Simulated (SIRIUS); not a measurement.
**As in SIRIUS: convergence with density cutoff**

Input of the first run (density cutoff 2666.7 eV); the others differ in this setting and in those tied to it:

Contents of sirius.json:

```json
{
  "control": {
    "processing_unit": "cpu",
    "verbosity": 2,
    "num_bands_to_print": 11,
    "print_forces": true,
    "print_stress": true
  },
  "parameters": {
    "electronic_structure_method": "pseudopotential",
    "xc_functionals": ["XC_LDA_X", "XC_LDA_C_PW"],
    "gk_cutoff": 6.4,
    "pw_cutoff": 14.0,
    "ngridk": [6, 6, 6],
    "shiftk": [0, 0, 0],
    "smearing": "fermi_dirac",
    "smearing_width": 0.0018374661,
    "num_bands": 11,
    "num_mag_dims": 0,
    "num_dft_iter": 100,
    "energy_tol": 1e-08,
    "density_tol": 1e-06
  },
  "iterative_solver": {
    "type": "davidson",
    "min_tolerance": 1e-10
  },
  "mixer": {
    "type": "anderson",
    "beta": 0.7,
    "max_history": 8
  },
  "settings": {
    "tol_ne": 1e-10
  },
  "unit_cell": {
    "lattice_vectors": [
      [3.554191034589, 2.052013150466, 6.640614754561],
      [-3.554191034589, 2.052013150466, 6.640614754561],
      [0.0, -4.104026301121, 6.640614754561]
    ],
    "atom_coordinate_units": "lattice",
    "atom_types": ["As"],
    "atom_files": {
      "As": "As.json"
    },
    "atoms": {
      "As": [
        [0.220478, 0.225767, 0.227007],
        [0.777366, 0.771611, 0.771366]
      ]
    }
  }
}
```

Potentials or basis: GBRV 1.5 LDA (ultrasoft).

Launch:

```console
$ upf_to_json as_lda_v1.uspp.F.UPF
$ OMP_NUM_THREADS=1 sirius.scf --input=sirius.json --output=out.json --task=0
```

The cell isn't the ideal one: atoms moved at random, drawn with an rms of 0.02 Å.

Hardware: 1 thread of Arm Neoverse V1 (shared host).

```tsv
density cutoff	energy less the tightest run, at zero smearing (meV/atom)	largest force (eV/Å)	SCF cycles	CPU time (s)	peak memory (GiB)
2666.7 eV	-0.40	0.362	21	70	0.38
3483.1 eV	-0.10	0.367	21	71	0.41
4408.2 eV	0.01	0.362	21	72	0.44
5442.3 eV	0.02	0.362	21	73	0.49
7197.4 eV	0.00	0.368	21	76	0.56
9197.4 eV	-0.01	0.359	21	78	0.69
12245.1 eV	0.00	0.359	21	82	0.86
```

Against the tightest run, the energy stays within 1 meV/atom from 2666.7 eV on; the largest force stays within 0.005 eV/Å from 9197.4 eV on. The tightest run that finished is the yardstick and may itself not be fully converged.
